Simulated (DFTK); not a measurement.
## V in DFTK: the effect of functional

The system is V.

```xyz
1
Lattice="-1.5144 1.5144 1.5144 1.5144 -1.5144 1.5144 1.5144 1.5144 -1.5144" Properties=species:S:1:pos:R:3 pbc="T T T"
V     0.0000    0.0000    0.0000
```

Alike in all runs:

| Quantity | Value |
| --- | --- |
| Program | DFTK 0.8.2 |
| Task | band structure |
| Potentials or basis | SG15 1.2 (PBE) |
| Cutoff | 1225 eV |
| k mesh | 10 × 10 × 10 |
| Occupations | fermi-dirac, width 0.05 eV |
| Spin | collinear spin, ferromagnetic start |
| Starting moments | [2.0] μB |

```csv
functional,pressure (GPa),moment (μB)
LDA,-17.0,0.00
PBEsol,-11.2,0.00
r2SCAN,?,?
```

Problem. What does the run with functional r2SCAN give?

Solution. Pressure -6.0 GPa; moment 0.61 μB.

Caveats: the potentials were made for another functional, which shifts forces and pressure.
